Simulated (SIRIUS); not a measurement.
A run of SIRIUS 7.12.0 is set up as follows.

File sirius.json:

```json
{
  "control": {
    "processing_unit": "cpu",
    "verbosity": 2,
    "num_bands_to_print": 22,
    "print_forces": true,
    "print_stress": true
  },
  "parameters": {
    "electronic_structure_method": "pseudopotential",
    "xc_functionals": ["XC_GGA_X_PBE_R", "XC_GGA_C_PBE"],
    "gk_cutoff": 8.9,
    "pw_cutoff": 17.8,
    "ngridk": [8, 8, 8],
    "shiftk": [0, 0, 0],
    "smearing": "fermi_dirac",
    "smearing_width": 0.0018374661,
    "num_bands": 22,
    "num_mag_dims": 0,
    "num_dft_iter": 100,
    "energy_tol": 1e-08,
    "density_tol": 1e-06
  },
  "iterative_solver": {
    "type": "davidson",
    "min_tolerance": 1e-10
  },
  "mixer": {
    "type": "anderson",
    "beta": 0.7,
    "max_history": 8
  },
  "settings": {
    "tol_ne": 1e-10,
    "pseudo_grid_cutoff": 6.5
  },
  "unit_cell": {
    "lattice_vectors": [
      [0.0, 5.345865131215, 5.345865131215],
      [5.345865131215, 0.0, 5.345865131215],
      [5.345865131215, 5.345865131215, 0.0]
    ],
    "atom_coordinate_units": "lattice",
    "atom_types": ["Ge"],
    "atom_files": {
      "Ge": "Ge.json"
    },
    "atoms": {
      "Ge": [
        [0.75, 0.75, 0.75],
        [0.5, 0.5, 0.5]
      ]
    }
  }
}
```

Potentials or basis: PseudoDojo 0.4.1 PBE standard (scalar relativistic).

Command:

```console
$ upf_to_json Ge.upf
$ OMP_NUM_THREADS=1 sirius.scf --input=sirius.json --output=out.json --task=0
```

(1) What does it give for the band gap on the k mesh?

(2) Predict the pressure.

## Answers

(1) 0.16 eV.

(2) 5.5 GPa.

Caveat: the potentials were made for another functional, which shifts forces and pressure.

**Measured values to compare with.**

From “Temperature-dependent photoluminescence in Ge: experiment and theory”, 2020, arxiv:2003.00143, for a bulk crystal of Ge at 0 K: band gap 0.744 eV (indirect).

Measured gap of Ge: 0.744 eV (indirect; 0 K; “Temperature-dependent photoluminescence in Ge: experiment and theory”, 2020, arxiv:2003.00143). This calculation gives 0.16 eV (-0.59 eV). 3 values of this kind are on record (0.666 to 0.807 eV); this one was drawn at random among those near their median. Spin-orbit coupling on Ge is left out. The value is that of revPBE on a finite k mesh, which can miss the band edges, without temperature or zero-point motion. Semilocal functionals fall short of measured gaps as a rule.
